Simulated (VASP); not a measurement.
**NaI in VASP: how settings move the r2SCAN single point**

Aim: see what changed inputs do to the r2SCAN single point of NaI in the zincblende structure, under +1.2 % biaxial strain in x and y, z held. This is a trial cell built on a prototype, not taken from a measured structure, and it needn't be the compound's ground state.

Program: VASP 6.6.1. PAW datasets, plane waves. All values are calculated for a non-magnetic cell, which may be hypothetical.

## (1) The structure to begin with

The cell comes from an earlier relaxation with r2SCAN in another program, then strained, with the atoms relaxed again.

Space group I-4m2 (No. 119), tetragonal; conventional cell a = 5.072 Å, c = 7.086 Å, 45.57 Å³ an atom. Around Na lie 4 I at 3.09 Å; around I lie 4 Na at 3.09 Å.

Coordinates:

```xyz
2
Lattice="0.0000 3.5864 3.5432 3.5864 0.0000 3.5432 3.5864 3.5864 0.0000" Properties=species:S:1:pos:R:3 pbc="T T T"
Na    0.0000    0.0000    0.0000
I     1.7932    1.7932    1.7716
```

## (2) The reference run

Contents of INCAR:

```
ENCUT = 520.000000
SIGMA = 0.010000
EDIFF = 1.00e-07
ALGO = Normal
METAGGA = R2SCAN
PREC = Accurate
IBRION = -1
ISIF = 2
ISMEAR = 0
NBANDS = 14
NELM = 120
NSW = 0
LASPH = .TRUE.
LCHARG = .TRUE.
LELF = .TRUE.
LWAVE = .FALSE.
LREAL = .FALSE.
```

Contents of KPOINTS:

```
KPOINTS created by Atomic Simulation Environment
0
Gamma
6 6 6
0 0 0
```

Contents of POSCAR:

```
Na I
 1.0000000000000000
     0.0000000000000000    3.5864186194999998    3.5431916810000001
     3.5864186194999998    0.0000000000000000    3.5431916810000001
     3.5864186194999998    3.5864186194999998    0.0000000000000000
 Na  I
   1   1
Cartesian
  0.0000000000000000  0.0000000000000000  0.0000000000000000
  1.7932093097499997  1.7932093097499997  1.7715958405000001
```

A file KPOINTS_OPT adds named points for the levels; it doesn't enter the self-consistent loop.

Potentials: the recommended PBE PAW datasets, 14 valence electrons.

On the command line:

```sh
$ mpirun -np 1 vasp_std
```

## (3) Variant 1

Edit INCAR of step 2 so:

```diff
@@ -13,5 +13,5 @@
 LASPH = .TRUE.
-LCHARG = .TRUE.
-LELF = .TRUE.
+LCHARG = .FALSE.
 LWAVE = .FALSE.
 LREAL = .FALSE.
+ADDGRID = .TRUE.
```

KPOINTS is that of step 2.

POSCAR is that of step 2.

## (4) Variant 2

Edit INCAR of step 2 so:

```diff
@@ -10,8 +10,11 @@
 NBANDS = 14
-NELM = 120
 NSW = 0
 LASPH = .TRUE.
-LCHARG = .TRUE.
-LELF = .TRUE.
+LCHARG = .FALSE.
 LWAVE = .FALSE.
 LREAL = .FALSE.
+NELM = 70
+LDAU = .TRUE.
+LDAUTYPE = 2
+LDAUL = 2 2 2
+LDAUU = 4 4 4
```

KPOINTS is that of step 2.

POSCAR is that of step 2.

**Question.** What will these runs give? Wanted: for each run, changed; ending; energy change; pressure; electronic steps; usable.

As calculated:

| run | changed | ending | energy change (meV/atom) | pressure (GPa) | gap on the mesh (eV; negative: overlap) | electronic steps | time | usable |
| --- | --- | --- | --- | --- | --- | --- | --- | --- |
| ref. | – | converged | 0 | -0.3 | 4.37 | 17 | 84 s | yes |
| 1 | ADDGRID = .TRUE. | converged | 0.2 | -0.3 | 4.37 | 17 | 97 s | yes |
| 2 | LDAU = .TRUE., LDAUTYPE = 2, LDAUL = 2 2 2, LDAUU = 4 4 4 | converged | – | -0.3 | 4.37 | 17 | 75 s | no |

**Reading.** Of 2 altered inputs, 1 ended normally on a faulty or unsound input, 1 gave usable results. «ADDGRID = .TRUE.» moves the energy by 0.2 meV/atom.
